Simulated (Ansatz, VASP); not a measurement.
**NaCl: VASP beside Ansatz**

```
CELL_PARAMETERS angstrom
3.43070 0.00000 0.00000
0.00000 3.43070 0.00000
0.00000 0.00000 3.43070
ATOMIC_POSITIONS crystal
Cl 0.50000 0.50000 0.50000
Na 0.00000 0.00000 0.00000
```

Change from the starting cell: volume scaled by 0.94.

Alike in both runs: task single point; functional PBEsol; k mesh 8 × 8 × 8; occupations fermi-dirac, width 0.05 eV; no spin polarisation.

|  | VASP | Ansatz |
| --- | --- | --- |
| version | VASP 6.6.1 | Ansatz 0.2.0 |
| potentials or method | VASP PAW PBE potentials, release 64 (Cl, Na_pv) | Ansatz PAW |
| plane-wave cutoff (eV) | 520 | 420 |
| valence electrons in the cell | 14 | 16 |

Ansatz gave:

| Quantity | Value |
| --- | --- |
| gap on the k mesh at the Fermi level (eV) | 4.04 |
| least direct gap on the mesh (eV) | 4.60 |
| pressure (GPa) | 0.4 |

Task: Estimate VASP's values.

Result: gap on the k mesh at the Fermi level (eV): 4.04; least direct gap on the mesh (eV): 4.59; pressure (GPa): 0.4.

The two sets of potentials don't hold the same shells in valence.

Caveats: the PAW data sets were made with another functional, which shifts forces and pressure a little (VASP); the PAW data sets come from PBE, with cores solved anew for the run's functional, which leaves a small shift of forces and pressure (Ansatz). A k mesh can miss the band edges.
